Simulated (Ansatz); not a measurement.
# MnO in Ansatz: the effect of exact exchange

MnO:

```
Mn O
1.0
     2.67239    0.00000    0.00000
     0.00000    2.67239    0.00000
     0.00000    0.00000    2.67239
Mn O
1 1
Direct
  0.00000 0.00000 0.00000
  0.50000 0.50000 0.50000
```

Measurements of this composition are mostly on another form, of space group No. 225.

Alike in all runs:

| Property | Result |
| --- | --- |
| Program | Ansatz 0.2.0 |
| Task | single point |
| Functional | HSE06 form with a typed share of exact exchange |
| Potentials or basis | Ansatz PAW |
| Cutoff | 420 eV (not typed: the program's choice for these potentials) |
| k mesh | 5 × 5 × 5 |
| Occupations | fermi-dirac, width 0.05 eV |
| Spin | collinear spin, ferromagnetic start |
| Starting moments | [4.0, 0.0] μB |

```csv
exact exchange,gap on the mesh (eV),pressure (GPa)
0.05,none,18.0
0.1,0.53,19.5
0.15,1.13,18.4
0.2,1.68,17.3
0.25,2.08,16.2
0.3,2.48,15.1
0.4,?,?
0.5,4.13,11.0
```

Problem. What does the run with exact exchange 0.4 give?

Solution. gap on the mesh 3.30 eV; pressure 13.1 GPa.

Worked out: A parabola through the other rows of the pressure, of slope -23.7 GPa per unit of exact exchange there, gives 13.4 GPa, against the run's 13.1.

Caveats: all runs use coarse meshes; the magnetic or orbital state may not be the lowest; a cell with one magnetic atom can't hold antiferromagnetic order, which such compounds often take; the PAW data sets come from PBE, with cores solved anew for the run's functional, which leaves a small shift of forces and pressure; the thresholds are loose for stress; odd divisions of the mesh miss points on the zone boundary, where band edges often lie, so the gap on the mesh can be too wide (some runs).

A k mesh can miss the band edges.

A gap of «none» marks a metal or a gap under the smearing width.
